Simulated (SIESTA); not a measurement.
Crystal: Pb.

```
CELL_PARAMETERS angstrom
0.00000 3.43900 3.43900
3.43900 0.00000 3.43900
3.43900 3.43900 0.00000
ATOMIC_POSITIONS crystal
Pb 0.25000 0.25000 0.25000
Pb 0.00000 0.00000 0.00000
```

This isn't the form of Pb at room conditions, which is fcc.

| Item | Value |
| --- | --- |
| Program | SIESTA 5.4.2 |
| Task | relaxation of cell and atoms |
| Functional | PBE |
| Potentials or basis | PseudoDojo 0.4 standard (PBE files) |
| Basis | DZDP (energy shift 0.003 Ry; two zetas on semicore shells) |
| Grid cutoff | 500 Ry |
| Energy shift | 0.003 Ry |
| k mesh | 5 × 5 × 5 |
| Occupations | fermi-dirac, width 0.05 eV |
| Spin | no spin polarisation |

At the start: pressure 3.4 GPa; volume 40.67 Å³/atom.

**Question.** Where does the relaxation end?

**Answer.** Over 5 steps the energy falls by 43.7 meV/atom and the volume is 45.24 Å³/atom (+11.2 %); space group Fd-3m (No. 227, to 0.05 Å).

The path:
| step | energy change (eV) | largest force (eV/Å) | pressure (GPa) | volume (Å³) |
| --- | --- | --- | --- | --- |
| 1 | 0.0000 | 0.0001 | 3.40 | 81.34 |
| 2 | -0.0480 | 0.0001 | 2.14 | 84.19 |
| 3 | -0.0851 | 0.0002 | 0.44 | 88.89 |
| 4 | -0.0760 | 0.0001 | -0.96 | 94.17 |
| 5 | -0.0873 | 0.0002 | 0.01 | 90.48 |

Final structure:
```
CELL_PARAMETERS angstrom
0.00025 3.56332 3.56332
3.56332 0.00025 3.56332
3.56332 3.56332 0.00025
ATOMIC_POSITIONS crystal
Pb 0.24999 0.24999 0.24999
Pb 0.00001 0.00001 0.00001
```

Caveat: the basis of atomic orbitals isn't converged, which shifts pressures, moduli and gaps.
